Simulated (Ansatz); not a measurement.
**FeCo3: how the energy converges with the cutoff**

FeCo3, Pm-3m, a = 3.536 Å. The structure is a Materials Project entry; whether it is the stable form wasn't checked. Ansatz: r2SCAN, PAW, cutoff varied, Γ-centred 12×12×12 mesh on 4 atoms, Gaussian smearing 0.10 eV; collinear spin, largest moment 2.9 μB. Single points at one geometry, the cutoff alone changed; ΔE is the energy at zero smearing over the run at 850 eV. The run at 150 eV ended in another magnetic state and is left out. The runs up to 460 eV lie under the cutoff recommended for these PAW datasets.

| cutoff (eV) | ΔE (meV/atom) |
| --- | --- |
| 200 | 20678.53 |
| 250 | 3906.94 |
| 300 | 491.22 |
| 350 | 42.09 |
| 380 | 11.43 |
| 460 | 4.10 |
| 500 | 2.29 |
| 520 | 1.75 |
| 600 | 1.06 |
| 700 | ? |

Assume ΔE falls exponentially with the cutoff, fit y = ln ΔE against x, the cutoff in eV, to the other rows, and predict the missing value.

y = 9.937, 8.271, 6.197, 3.740, 2.436, 1.411, 0.829, 0.560, 0.058. Means x = 395.6, y = 3.7154; Σ(Δx)² = 143222, ΣΔxΔy = -3688; the slope is their ratio. y = 13.90 − 0.02575 x, a factor of ten per 89 eV. At 700 eV this gives ΔE = 0.02 meV/atom. The run gave 0.71, a ratio of 0.03. Between neighbouring rows the decay runs from a factor of ten per 47 eV to one per 575 eV, so one exponential is only a rough guide. The fast fall gives way to a slow tail, so a fit to low cutoffs promises convergence too early.